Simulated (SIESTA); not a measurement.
BaZrO3:

```
Ba Zr O
1.0
     4.19134    0.00000    0.00000
     0.00000    4.19134    0.00000
     0.00000    0.00000    4.19134
Ba Zr O
1 1 3
Direct
  0.00000 0.00000 0.00000
  0.50000 0.50000 0.50000
  0.50000 0.50000 0.00000
  0.50000 0.00000 0.50000
  0.00000 0.50000 0.50000
```

| Item | Value |
| --- | --- |
| Program | SIESTA 5.4.2 |
| Task | single point |
| Functional | PBE |
| Potentials or basis | PseudoDojo 0.4 standard (PBE files) |
| Basis | DZP (energy shift 0.003 Ry; two zetas on semicore shells; d shell added on Ba) |
| Grid cutoff | 800 Ry |
| Energy shift | 0.003 Ry |
| k mesh | 6 × 6 × 6 |
| Occupations | fermi-dirac, width 0.05 eV |
| Spin | no spin polarisation |

On this cell: pressure 7.1 GPa; largest force zero by symmetry; band gap on the k mesh 3.01 eV, indirect (least direct gap 3.18 eV).

The same run follows on a disturbed copy (atoms moved at random, drawn with an rms of 0.05 Å):

```
Ba Zr O
1.0
     4.19134    0.00000    0.00000
     0.00000    4.19134    0.00000
     0.00000    0.00000    4.19134
Ba Zr O
1 1 3
Direct
  0.00020 0.00777 0.99258
  0.50054 0.50828 0.49188
  0.49283 0.50117 0.00047
  0.49436 0.00155 0.50659
  0.99417 0.50599 0.50463
```

**Question.** What does the disturbed cell give?

**Answer.** The energy moves by +2.2 meV/atom; pressure 7.2 GPa; largest force 0.344 eV/Å; band gap on the k mesh 3.04 eV, indirect (least direct gap 3.22 eV).

Forces on the atoms (eV/Å):
```
Ba  -0.016 -0.018  0.009
Zr  -0.171 -0.191  0.228
O   -0.001 -0.020 -0.150
O   -0.013  0.284 -0.052
O    0.204 -0.059 -0.036
```

Stress tensor (GPa, compression positive):
```
 7.15  0.00 -0.02
 0.00  7.13  0.01
-0.02  0.01  7.33
```

Caveats: this set's barium file shifts pressures by up to 1 GPa against other sets; spin-orbit coupling is left out, which moves the levels of the heavy elements; the basis of atomic orbitals isn't converged, which shifts pressures, moduli and gaps.

A k mesh can miss the band edges.
